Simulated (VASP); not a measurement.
In: relaxation of cell and atoms with LDA

In:

```
CELL_PARAMETERS angstrom
-1.57403 1.57403 2.48390
1.57403 -1.57403 2.48390
1.57403 1.57403 -2.48390
ATOMIC_POSITIONS crystal
In 0.00000 0.00000 0.00000
```

```json
{"Program": "VASP 6.6.1", "Task": "relaxation of cell and atoms", "Functional": "LDA", "Potentials or basis": "VASP PAW LDA potentials, release 64 (In_d)", "Cutoff": "600 eV", "k mesh": "16 × 16 × 16", "Occupations": "methfessel-paxton, width 0.1 eV", "Spin": "no spin polarisation", "Further INCAR settings": "ALGO = Normal; EDIFF = 1e-07; IBRION = 2; EDIFFG = -0.005; NSW = 90; ISIF = 3"}
```

The pressure after relaxing is 0.0 GPa and the band gap on the k mesh is none (metal or under the smearing width).

Final structure:
```
In
1.0
    -1.57403    1.57403    2.48390
     1.57403   -1.57403    2.48390
     1.57403    1.57403   -2.48390
In
1
Direct
  0.00000 0.00000 0.00000
```

Levels at points of the mesh, in eV from the Fermi level:
```tsv
k point	band 4	band 5	band 6	band 7	band 8	band 9
(0.00, 0.00, 0.00)	-14.52	-14.33	-9.99	10.99	10.99	11.23
(0.50, 0.00, 0.00)	-14.27	-14.20	-4.37	-3.61	7.29	9.93
(0.50, 0.50, 0.00)	-14.26	-14.10	-1.99	-1.33	3.36	4.02
(0.50, 0.50, 0.50)	-14.21	-14.21	-3.35	-3.09	5.22	5.22
```

Wall time 33 s on 1 thread of Intel(R) Xeon(R) 6975P-C (Granite Rapids) (shared host), peak memory 0.23 GiB.

Caveat: the relaxation stopped at its first step, so nothing moved.
